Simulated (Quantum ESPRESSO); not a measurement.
# SrO (Fm-3m) in Quantum ESPRESSO: settings compared

The runs below take SrO through band structure, single point, equation of state, with LDA, PBEsol.

All numbers are computed with Quantum ESPRESSO 7.5; they aren't measurements. Logs are shortened: lines on timing, memory, paths and dates and some standing lists are left out, and cuts for length are marked.

## (1) Starting point

Symmetry: Fm-3m, No. 225, cubic system. Conventional cell: a = 5.133 Å, b = 5.133 Å, c = 5.133 Å, α = 90.00°, β = 90.00°, γ = 90.00°. Sr (site symmetry m-3m) has 6 O at 2.57 Å as nearest neighbours. O (site symmetry m-3m) has 6 Sr at 2.57 Å as nearest neighbours.

## (2) Band structure, LDA

File pw.in:

```
&CONTROL
  calculation = 'scf'
  prefix = 'pwscf'
  outdir = './tmp'
  pseudo_dir = './pseudo'
  tprnfor = .true.
  tstress = .true.
  disk_io = 'low'
/
&SYSTEM
  ibrav = 0
  A = 3.62929627
  nat = 2
  ntyp = 2
  ecutwfc = 84
  nbnd = 14
  occupations = 'smearing'
  smearing = 'fd'
  degauss = 0.00367493
/
&ELECTRONS
  conv_thr = 4d-10
  electron_maxstep = 120
  mixing_beta = 0.5
/
ATOMIC_SPECIES
Sr    87.6200 Sr.upf
O     15.9990 O.upf
CELL_PARAMETERS alat
   0.0000000000    0.7071067802    0.7071067802
   0.7071067802    0.0000000000    0.7071067802
   0.7071067802    0.7071067802    0.0000000000
ATOMIC_POSITIONS alat
Sr     0.7071067802    0.7071067802    0.7071067802
O      0.0000000000    0.0000000000    0.0000000000
K_POINTS automatic
9 9 9 0 0 0
```

File bands.in:

```
&CONTROL
  calculation = 'bands'
  prefix = 'pwscf'
  outdir = './tmp'
  pseudo_dir = './pseudo'
  disk_io = 'low'
  verbosity = 'high'
/
&SYSTEM
  ibrav = 0
  A = 3.62929627
  nat = 2
  ntyp = 2
  ecutwfc = 84
  nbnd = 14
  occupations = 'smearing'
  smearing = 'fd'
  degauss = 0.00367493
/
&ELECTRONS
  conv_thr = 1d-08
  electron_maxstep = 120
  mixing_beta = 0.5
  diago_full_acc = .true.
/
ATOMIC_SPECIES
Sr    87.6200 Sr.upf
O     15.9990 O.upf
CELL_PARAMETERS alat
   0.0000000000    0.7071067802    0.7071067802
   0.7071067802    0.0000000000    0.7071067802
   0.7071067802    0.7071067802    0.0000000000
ATOMIC_POSITIONS alat
Sr     0.7071067802    0.7071067802    0.7071067802
O      0.0000000000    0.0000000000    0.0000000000
K_POINTS crystal
60
 0.0000000000  0.0000000000  0.0000000000 1
 0.0625000000  0.0000000000  0.0625000000 1
 0.1250000000  0.0000000000  0.1250000000 1
 0.1875000000  0.0000000000  0.1875000000 1
 0.2500000000  0.0000000000  0.2500000000 1
 0.3125000000  0.0000000000  0.3125000000 1
 0.3750000000  0.0000000000  0.3750000000 1
 0.4375000000  0.0000000000  0.4375000000 1
 0.5000000000  0.0000000000  0.5000000000 1
 0.5000000000  0.0625000000  0.5625000000 1
 0.5000000000  0.1250000000  0.6250000000 1
 0.5000000000  0.1875000000  0.6875000000 1
 0.5000000000  0.2500000000  0.7500000000 1
 0.4375000000  0.3125000000  0.7500000000 1
 0.3750000000  0.3750000000  0.7500000000 1
 0.3375000000  0.3375000000  0.6750000000 1
 0.3000000000  0.3000000000  0.6000000000 1
 0.2625000000  0.2625000000  0.5250000000 1
 0.2250000000  0.2250000000  0.4500000000 1
 0.1875000000  0.1875000000  0.3750000000 1
 0.1500000000  0.1500000000  0.3000000000 1
 0.1125000000  0.1125000000  0.2250000000 1
 0.0750000000  0.0750000000  0.1500000000 1
 0.0375000000  0.0375000000  0.0750000000 1
 0.0000000000  0.0000000000  0.0000000000 1
 0.0625000000  0.0625000000  0.0625000000 1
 0.1250000000  0.1250000000  0.1250000000 1
 0.1875000000  0.1875000000  0.1875000000 1
 0.2500000000  0.2500000000  0.2500000000 1
 0.3125000000  0.3125000000  0.3125000000 1
 0.3750000000  0.3750000000  0.3750000000 1
 0.4375000000  0.4375000000  0.4375000000 1
 0.5000000000  0.5000000000  0.5000000000 1
 0.5250000000  0.4500000000  0.5250000000 1
 0.5500000000  0.4000000000  0.5500000000 1
 0.5750000000  0.3500000000  0.5750000000 1
 0.6000000000  0.3000000000  0.6000000000 1
 0.6250000000  0.2500000000  0.6250000000 1
 0.5833333333  0.2500000000  0.6666666667 1
 0.5416666667  0.2500000000  0.7083333333 1
 0.5000000000  0.2500000000  0.7500000000 1
 0.5000000000  0.2857142857  0.7142857143 1
 0.5000000000  0.3214285714  0.6785714286 1
 0.5000000000  0.3571428571  0.6428571429 1
 0.5000000000  0.3928571429  0.6071428571 1
 0.5000000000  0.4285714286  0.5714285714 1
 0.5000000000  0.4642857143  0.5357142857 1
 0.5000000000  0.5000000000  0.5000000000 1
 0.4821428571  0.4821428571  0.5357142857 1
 0.4642857143  0.4642857143  0.5714285714 1
 0.4464285714  0.4464285714  0.6071428571 1
 0.4285714286  0.4285714286  0.6428571429 1
 0.4107142857  0.4107142857  0.6785714286 1
 0.3928571429  0.3928571429  0.7142857143 1
 0.3750000000  0.3750000000  0.7500000000 1
 0.6250000000  0.2500000000  0.6250000000 1
 0.5937500000  0.1875000000  0.5937500000 1
 0.5625000000  0.1250000000  0.5625000000 1
 0.5312500000  0.0625000000  0.5312500000 1
 0.5000000000  0.0000000000  0.5000000000 1
```

Potentials or basis: PseudoDojo 0.4.1 SR LDA standard.

Command:

```
$ OMP_NUM_THREADS=1 pw.x -in pw.in > pw.out
$ OMP_NUM_THREADS=1 pw.x -in bands.in > bands.out
```

pw.out:

```text
This program is part of the open-source Quantum ESPRESSO suite
     for quantum simulation of materials; please cite
[... 9 lines left out ...]
     --------------------
     sticks:   dense  smooth     PW     G-vecs:    dense   smooth      PW
     Sum        1075    1075    313                23589    23589    3839

     Using Slab Decomposition

     bravais-lattice index     =            0
     lattice parameter (alat)  =       6.8584  a.u.
     unit-cell volume          =     228.1124 (a.u.)^3
     number of atoms/cell      =            2
     number of atomic types    =            2
     number of electrons       =        16.00
     number of Kohn-Sham states=           14
     kinetic-energy cutoff     =      84.0000  Ry
     charge density cutoff     =     336.0000  Ry
     scf convergence threshold =      4.0E-10
     mixing beta               =       0.5000
     number of iterations used =            8  plain     mixing
     Exchange-correlation= SLA  PW   NOGX NOGC
                           (   1   4   0   0   0   0   0)

     celldm(1)=   6.858376  celldm(2)=   0.000000  celldm(3)=   0.000000
     celldm(4)=   0.000000  celldm(5)=   0.000000  celldm(6)=   0.000000

     crystal axes: (cart. coord. in units of alat)
               a(1) = (   0.000000   0.707107   0.707107 )
               a(2) = (   0.707107   0.000000   0.707107 )
               a(3) = (   0.707107   0.707107   0.000000 )

     reciprocal axes: (cart. coord. in units 2 pi/alat)
               b(1) = ( -0.707107  0.707107  0.707107 )
               b(2) = (  0.707107 -0.707107  0.707107 )
               b(3) = (  0.707107  0.707107 -0.707107 )

     PseudoPot. # 1 for Sr read from file:
     Sr.upf
     Pseudo is Norm-conserving + core correction, Zval = 10.0
     Generated using ONCVPSP code by D. R. Hamann
     Using radial grid of 1812 points,  6 beta functions with:
                l(1) =   0
                l(2) =   0
                l(3) =   1
                l(4) =   1
                l(5) =   2
                l(6) =   2

     PseudoPot. # 2 for O  read from file:
     O.upf
     Pseudo is Norm-conserving + core correction, Zval =  6.0
     Generated using ONCVPSP code by D. R. Hamann
     Using radial grid of  926 points,  5 beta functions with:
                l(1) =   0
                l(2) =   0
                l(3) =   1
                l(4) =   1
                l(5) =   2

     atomic species   valence    mass     pseudopotential
     Sr               10.00    87.62000     Sr( 1.00)
     O                 6.00    15.99900     O ( 1.00)

     48 Sym. Ops., with inversion, found

   Cartesian axes

     site n.     atom                  positions (alat units)
         1        Sr     tau(   1) = (   0.7071068   0.7071068   0.7071068  )
         2        O      tau(   2) = (   0.0000000   0.0000000   0.0000000  )

     number of k points=    35  Fermi-Dirac smearing, width (Ry)=  0.0037
                       cart. coord. in units 2pi/alat
        k(    1) = (   0.0000000   0.0000000   0.0000000), wk =   0.0027435
        k(    2) = (   0.0785674   0.0785674  -0.0785674), wk =   0.0219479
        k(    3) = (   0.1571348   0.1571348  -0.1571348), wk =   0.0219479
        k(    4) = (   0.2357023   0.2357023  -0.2357023), wk =   0.0219479
        k(    5) = (   0.3142697   0.3142697  -0.3142697), wk =   0.0219479
        k(    6) = (   0.1571348  -0.0000000   0.0000000), wk =   0.0164609
[... 27 lines left out ...]
        k(   34) = (  -0.0000000  -0.4714045   0.6285394), wk =   0.0658436
        k(   35) = (  -0.0785674  -0.3928371   0.7071068), wk =   0.0658436

     Dense  grid:    23589 G-vectors     FFT dimensions: (  45,  45,  45)

     Initial potential from superposition of free atoms

     starting charge      15.9929, renormalised to      16.0000
     Starting wfcs are    9 randomized atomic wfcs +    5 random wfcs

     Self-consistent Calculation

     iteration #  1     ecut=    84.00 Ry     beta= 0.50
     Davidson diagonalization with overlap
     ethr =  1.00E-02,  avg # of iterations =  7.0

     total energy              =    -101.60061428 Ry
     estimated scf accuracy    <       0.57769715 Ry

     iteration #  2     ecut=    84.00 Ry     beta= 0.50
     Davidson diagonalization with overlap
     ethr =  3.61E-03,  avg # of iterations =  2.1

     total energy              =    -101.73366736 Ry
     estimated scf accuracy    <       0.45206076 Ry

     iteration #  3     ecut=    84.00 Ry     beta= 0.50
     Davidson diagonalization with overlap
     ethr =  2.83E-03,  avg # of iterations =  2.0

     total energy              =    -101.81720549 Ry
     estimated scf accuracy    <       0.01015950 Ry

     iteration #  4     ecut=    84.00 Ry     beta= 0.50
     Davidson diagonalization with overlap
     ethr =  6.35E-05,  avg # of iterations =  3.3

     total energy              =    -101.81881802 Ry
     estimated scf accuracy    <       0.00806341 Ry

     iteration #  5     ecut=    84.00 Ry     beta= 0.50
     Davidson diagonalization with overlap
     ethr =  5.04E-05,  avg # of iterations =  1.0

     total energy              =    -101.81949925 Ry
     estimated scf accuracy    <       0.00024659 Ry

     iteration #  6     ecut=    84.00 Ry     beta= 0.50
     Davidson diagonalization with overlap
     ethr =  1.54E-06,  avg # of iterations =  2.6

     total energy              =    -101.81952960 Ry
     estimated scf accuracy    <       0.00000456 Ry

     iteration #  7     ecut=    84.00 Ry     beta= 0.50
     Davidson diagonalization with overlap
     ethr =  2.85E-08,  avg # of iterations =  2.1

     total energy              =    -101.81952922 Ry
     estimated scf accuracy    <       0.00000224 Ry

     iteration #  8     ecut=    84.00 Ry     beta= 0.50
     Davidson diagonalization with overlap
     ethr =  1.40E-08,  avg # of iterations =  2.0

     total energy              =    -101.81952939 Ry
     estimated scf accuracy    <       0.00000014 Ry

     iteration #  9     ecut=    84.00 Ry     beta= 0.50
     Davidson diagonalization with overlap
     ethr =  8.61E-10,  avg # of iterations =  2.0

     total energy              =    -101.81952943 Ry
     estimated scf accuracy    <          9.5E-09 Ry

     iteration # 10     ecut=    84.00 Ry     beta= 0.50
     Davidson diagonalization with overlap
     ethr =  5.97E-11,  avg # of iterations =  1.0

     total energy              =    -101.81952943 Ry
     estimated scf accuracy    <          4.0E-09 Ry

     iteration # 11     ecut=    84.00 Ry     beta= 0.50
     Davidson diagonalization with overlap
     ethr =  2.47E-11,  avg # of iterations =  2.0

     End of self-consistent calculation

          k = 0.0000 0.0000 0.0000 (  2975 PWs)   bands (ev):

   -24.4113  -7.0382  -6.0560  -6.0560  -6.0560   7.6744   7.6744   7.6744
    11.5359  13.8621  13.8621  13.8621  16.1046  16.1046

          k = 0.0786 0.0786-0.0786 (  2963 PWs)   bands (ev):

   -24.3945  -7.3820  -6.0663  -6.0663  -5.7525   7.2919   7.5157   7.5157
    12.1100  13.7138  14.1075  14.1075  16.4329  16.4329

          k = 0.1571 0.1571-0.1571 (  2947 PWs)   bands (ev):

   -24.3516  -7.9338  -6.0922  -6.0922  -5.3035   6.5466   7.1503   7.1503
    13.3786  13.6252  14.7929  14.7929  17.2817  17.2817

          k = 0.2357 0.2357-0.2357 (  2950 PWs)   bands (ev):

   -24.3020  -8.3906  -6.1212  -6.1212  -4.9638   5.8802   6.7833   6.7833
    13.8044  14.8282  15.7266  15.7266  18.3932  18.3932

          k = 0.3143 0.3143-0.3143 (  2965 PWs)   bands (ev):

   -24.2692  -8.6444  -6.1398  -6.1398  -4.7865   5.5010   6.5651   6.5651
    14.1272  15.8098  16.4638  16.4638  19.5074  19.5074

          k = 0.1571-0.0000 0.0000 (  2958 PWs)   bands (ev):

   -24.3890  -7.4236  -6.1027  -6.1027  -5.6735   7.0147   7.6180   7.6180
    12.1828  13.2724  14.3934  14.3934  16.2769  16.7704

          k = 0.2357 0.0786-0.0786 (  2953 PWs)   bands (ev):

   -24.3549  -7.7967  -6.1485  -6.1275  -5.3927   6.5223   7.3534   7.4369
    12.9761  13.0616  14.9731  15.0877  16.7644  17.5139

          k = 0.3143 0.1571-0.1571 (  2956 PWs)   bands (ev):

   -24.3078  -8.2132  -6.1821  -6.1597  -5.1267   6.0900   6.9147   7.0935
    13.1707  14.2882  15.7544  15.9828  17.7870  18.3747

          k = 0.3928 0.2357-0.2357 (  2963 PWs)   bands (ev):

   -24.2694  -8.5015  -6.2111  -6.1882  -4.9486   5.7739   6.6510   6.7693
    13.7463  15.0701  16.6551  16.7050  19.0831  19.2614

          k =-0.2357-0.3928 0.3928 (  2964 PWs)   bands (ev):
[... 64 lines left out ...]
          k =-0.0000-0.4714 0.4714 (  2970 PWs)   bands (ev):

   -24.2316  -8.1044  -6.7910  -6.2729  -5.3296   6.3367   6.8784   7.2144
    13.2900  14.8046  16.7224  17.2892  19.1029  20.2463

          k = 0.6285-0.0000 0.0000 (  2966 PWs)   bands (ev):

   -24.2278  -7.3928  -6.6367  -6.4353  -6.4353   7.1668   7.5943   7.5943
    10.8958  15.3854  17.8755  17.9019  18.7489  18.7489

          k = 0.0000-0.6285 0.6285 (  2972 PWs)   bands (ev):

   -24.2220  -7.3258  -7.0443  -6.4236  -6.1295   7.2666   7.3676   7.4826
    11.1836  15.7872  16.9281  18.1837  18.7246  19.9640

          k = 0.3143 0.1571-0.0000 (  2968 PWs)   bands (ev):

   -24.3189  -8.0195  -6.2805  -6.1361  -5.2611   6.2377   7.0595   7.4425
    12.7306  13.7945  15.5201  15.9943  17.3508  18.1928

          k = 0.3928 0.2357-0.0786 (  2968 PWs)   bands (ev):

   -24.2776  -8.2495  -6.3808  -6.1847  -5.1484   6.0760   6.7700   7.2205
    13.0409  14.6418  16.2788  16.5241  18.4972  19.0602

          k =-0.2357-0.3928 0.5500 (  2981 PWs)   bands (ev):

   -24.2503  -8.3906  -6.4142  -6.2472  -5.0865   5.9875   6.7172   6.9268
    13.7668  14.6846  16.9591  16.9906  19.3002  20.2029

          k = 0.4714 0.1571 0.0000 (  2974 PWs)   bands (ev):

   -24.2627  -8.0022  -6.4222  -6.3471  -5.5310   6.4708   7.1010   7.4229
    11.9745  14.7852  16.7858  17.3049  18.0351  19.0708

          k =-0.1571-0.4714 0.6285 (  2971 PWs)   bands (ev):

   -24.2376  -8.0426  -6.5839  -6.4402  -5.4370   6.5289   6.9620   7.2391
    12.5493  15.0604  16.5822  17.8389  18.8274  20.4088

          k =-0.0786-0.3928 0.5500 (  2986 PWs)   bands (ev):

   -24.2316  -8.1127  -6.6876  -6.3973  -5.3000   6.3295   6.9596   7.1363
    13.5570  14.2693  16.7366  17.7307  19.2035  20.3750

          k = 0.0000-0.3143 0.4714 (  2974 PWs)   bands (ev):

   -24.2474  -8.2026  -6.5982  -6.2843  -5.2005   6.1717   6.7627   7.2566
    13.4350  14.5089  16.5385  17.0266  19.0139  20.5614

          k =-0.0786-0.5500 0.7071 (  2963 PWs)   bands (ev):

   -24.2264  -7.6212  -6.8207  -6.5131  -5.8524   7.0592   7.2054   7.4510
    11.5599  15.6777  16.4860  18.3341  18.7262  20.0796

          k =-0.0000-0.4714 0.6285 (  2965 PWs)   bands (ev):

   -24.2221  -7.7538  -6.9130  -6.5202  -5.5703   6.7286   7.2385   7.2601
    12.3658  15.1764  16.3397  18.5903  18.8373  20.3800

          k =-0.0786-0.3928 0.7071 (  2977 PWs)   bands (ev):

   -24.2237  -7.8660  -6.7082  -6.7044  -5.4042   6.5210   7.1523   7.2764
    13.1688  14.1945  16.4369  18.6598  19.0769  20.3009

     the Fermi energy is     9.6175 ev

!    total energy              =    -101.81952943 Ry
     estimated scf accuracy    <          3.1E-11 Ry
     smearing contrib. (-TS)   =      -0.00000000 Ry
     internal energy E=F+TS    =    -101.81952943 Ry

     The total energy is F=E-TS. E is the sum of the following terms:
     one-electron contribution =     -15.43354832 Ry
     hartree contribution      =      16.44543566 Ry
     xc contribution           =     -25.06123549 Ry
     ewald contribution        =     -77.77018128 Ry

     convergence has been achieved in  11 iterations

     Forces acting on atoms (cartesian axes, Ry/au):

     atom    1 type  1   force =    -0.00000000   -0.00000000    0.00000000
     atom    2 type  2   force =     0.00000000    0.00000000   -0.00000000

     Total force =     0.000000     Total SCF correction =     0.000000

     Computing stress (Cartesian axis) and pressure

          total   stress  (Ry/bohr**3)                   (kbar)     P=      -40.37
  -0.00027443   0.00000000   0.00000000          -40.37        0.00        0.00
   0.00000000  -0.00027443   0.00000000            0.00      -40.37        0.00
   0.00000000   0.00000000  -0.00027443            0.00        0.00      -40.37

=------------------------------------------------------------------------------=
   JOB DONE.
=------------------------------------------------------------------------------=
```

Wall time 65 s (1 thread of Intel Xeon Platinum 8259CL at 2.50GHz (Skylake/Cascade Lake), shared host); peak memory 0.09 GiB.

What came out:

```yaml
Free_energy: -1385.3253 eV
Pressure: -4.0 GPa
Band_gap_on_the_k_mesh: 3.22 eV, indirect (least direct gap 3.30 eV)
Band_gap_along_the_path: 3.16 eV, indirect (least direct gap 3.24 eV)
```

Levels at the corners of the path, in eV from the valence-band top:
```tsv
point	band 5	band 6	band 7	band 8	band 9	band 10	band 11	band 12
Γ	-13.73	0.00	0.00	0.00	3.86	6.19	6.19	6.19
X	-14.12	-0.39	-0.07	-0.07	3.16	7.86	10.17	10.30
W	-13.08	-1.14	-0.41	-0.41	5.95	5.95	8.72	11.29
K	-13.26	-0.96	-0.56	-0.44	4.70	7.84	8.82	10.25
Γ	-13.73	0.00	0.00	0.00	3.86	6.19	6.19	6.19
L	-12.44	-2.22	-1.14	-1.14	6.51	8.28	8.90	8.90
U	-13.26	-0.96	-0.56	-0.44	4.70	7.84	8.82	10.25
W	-13.08	-1.14	-0.41	-0.41	5.95	5.95	8.72	11.29
L	-12.44	-2.22	-1.14	-1.14	6.51	8.28	8.90	8.90
K	-13.26	-0.96	-0.56	-0.44	4.70	7.84	8.82	10.25
U	-13.26	-0.96	-0.56	-0.44	4.70	7.84	8.82	10.25
X	-14.12	-0.39	-0.07	-0.07	3.16	7.86	10.17	10.30
```

(Part 1 of 3 ends here.)
